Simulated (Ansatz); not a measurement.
## Fe in Ansatz: the effect of functional

Fe:

```
Fe
1.0
    -1.46199    1.46199    1.46199
     1.46199   -1.46199    1.46199
     1.46199    1.46199   -1.46199
Fe
1
Direct
  0.00000 0.00000 0.00000
```

The cell isn't the ideal one: volume scaled by 1.04.

Alike in all runs:

| Quantity | Value |
| --- | --- |
| Program | Ansatz 0.2.0 |
| Task | single point |
| Potentials or basis | Ansatz PAW |
| k mesh | 13 × 13 × 13 |
| Occupations | fermi-dirac, width 0.05 eV |
| Spin | collinear spin, ferromagnetic start |
| Starting moments | [3.0] μB |

```csv
functional,cutoff,pressure (GPa),moment (μB)
LDA,420 eV (not typed: the program's choice for these potentials),?,?
r2SCAN,500 eV (not typed: the program's choice for these potentials),-10.3,2.67
PBE,420 eV (not typed: the program's choice for these potentials),-13.0,2.39
```

Question: What does the run with functional LDA give?

Answer: Pressure -28.7 GPa; moment 2.33 μB.

Caveats: the PAW data sets come from PBE, with cores solved anew for the run's functional, which leaves a small shift of forces and pressure (some runs); the magnetic or orbital state may not be the lowest (some runs).
